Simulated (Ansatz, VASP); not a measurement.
## Two plane-wave programs on LiCl

```
Li Cl
1.0
     3.27112    0.00000    0.00000
     0.00000    3.27112    0.00000
     0.00000    0.00000    3.27112
Li Cl
1 1
Cartesian
  0.0000 0.0000 0.0000
  1.6356 1.6356 1.6356
```

Alike in both runs: task single point; functional PBE-based screened hybrid; k mesh 4 × 4 × 4; no spin polarisation.

|  | VASP | Ansatz |
| --- | --- | --- |
| version | VASP 6.6.1 | Ansatz 0.2.0 |
| potentials or method | VASP PAW PBE potentials, release 64 (Li_sv, Cl) | plane waves |
| plane-wave cutoff (eV) | 520 | 420 |
| occupations | gaussian, width 0.01 eV | fixed |
| valence electrons in the cell | 10 | 10 |

```csv
,VASP,Ansatz,Ansatz less VASP
gap on the k mesh at the Fermi level (eV),7.36,7.24,-0.118
```

Ansatz warned: «stress_exchange_threshold_loose».

Caveats: the k mesh is coarse (spacing up to 0.48 Å⁻¹), so the values aren't converged. A k mesh can miss the band edges.
